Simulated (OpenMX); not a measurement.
Write the native input for OpenMX 3.8.5 that does the following.

```yaml
Task: band structure
Functional: LDA
Potentials_or_basis: OpenMX 2013 LDA set, Mg7.0-s3p2d1, B7.0-s2p2d1, grid cutoff 500 Ry
k_mesh: 11 × 11 × 9
Occupations: fermi-dirac, width 0.05 eV
Spin: no spin polarisation
Mixing_scheme: rmm-diisk
SCF_threshold: 1e-08 Ha
Solver: band
Max_SCF_cycles: 100
```

MgB2:

```
CELL_PARAMETERS angstrom
3.08500 0.00000 0.00000
-1.54250 2.67169 0.00000
0.00000 0.00000 3.52300
ATOMIC_POSITIONS crystal
Mg 0.00000 0.00000 0.00000
B 0.66667 0.33333 0.50000
B 0.33333 0.66667 0.50000
```

These files were run (other wordings do the same):

MgB2.dat

```
System.CurrrentDirectory             ./
System.Name                          MgB2
DATA.PATH                            ./DFT_DATA13
level.of.stdout                      1
level.of.fileout                     0
Species.Number                       2
<Definition.of.Atomic.Species
  Mg  Mg7.0-s3p2d1           Mg_CA13
  B   B7.0-s2p2d1            B_CA13
Definition.of.Atomic.Species>

Atoms.Number                         3
Atoms.SpeciesAndCoordinates.Unit     FRAC
<Atoms.SpeciesAndCoordinates
    1  Mg    0.0000000000    0.0000000000    0.0000000000   4.000  4.000
    2  B     0.6666666667    0.3333333333    0.5000000000   1.500  1.500
    3  B     0.3333333333    0.6666666667    0.5000000000   1.500  1.500
Atoms.SpeciesAndCoordinates>

Atoms.UnitVectors.Unit               Ang
<Atoms.UnitVectors
     3.0850000000    0.0000000000    0.0000000000
    -1.5425000000    2.6716883707    0.0000000000
     0.0000000000    0.0000000000    3.5230000000
Atoms.UnitVectors>

scf.XcType                           LDA
scf.SpinPolarization                 off
scf.ElectronicTemperature            580.226
scf.energycutoff                     500.0
scf.maxIter                          100
scf.EigenvalueSolver                 band
scf.Kgrid                            11 11 9
scf.Mixing.Type                      rmm-diisk
scf.Init.Mixing.Weight               0.05
scf.Min.Mixing.Weight                0.001
scf.Max.Mixing.Weight                0.3
scf.Mixing.History                   25
scf.Mixing.StartPulay                8
scf.criterion                        1.0e-8
scf.stress.tensor                    on
MD.Type                              nomd
Band.dispersion                      on
Band.Nkpath                          9
<Band.kpath
   16   0.000000  0.000000  0.000000    0.500000  0.000000  0.000000  G M
    9   0.500000  0.000000  0.000000    0.333333  0.333333  0.000000  M K
   18   0.333333  0.333333  0.000000    0.000000  0.000000  0.000000  K G
   12   0.000000  0.000000  0.000000    0.000000  0.000000  0.500000  G A
   16   0.000000  0.000000  0.500000    0.500000  0.000000  0.500000  A L
    9   0.500000  0.000000  0.500000    0.333333  0.333333  0.500000  L H
   18   0.333333  0.333333  0.500000    0.000000  0.000000  0.500000  H A
   12   0.500000  0.000000  0.500000    0.500000  0.000000  0.000000  L M
   12   0.333333  0.333333  0.000000    0.333333  0.333333  0.500000  K H
Band.kpath>
```

Potentials or basis: OpenMX 2013 LDA set, Mg7.0-s3p2d1, B7.0-s2p2d1, grid cutoff 500 Ry.

Launch:

```bash
$ openmx MgB2.dat -nt 1 > MgB2.std
```

It gave:

```
Pressure                : -6.9 GPa
Largest force           : 0.008 eV/Å
Band gap along the path : none (metal or under the smearing width)
```

Caveat: the basis of atomic orbitals isn't converged, which shifts pressures, moduli and gaps.

Run time: 5.2 min on 1 thread of Intel(R) Xeon(R) 6975P-C (Granite Rapids), on a shared host, peak memory 1.1 GiB.
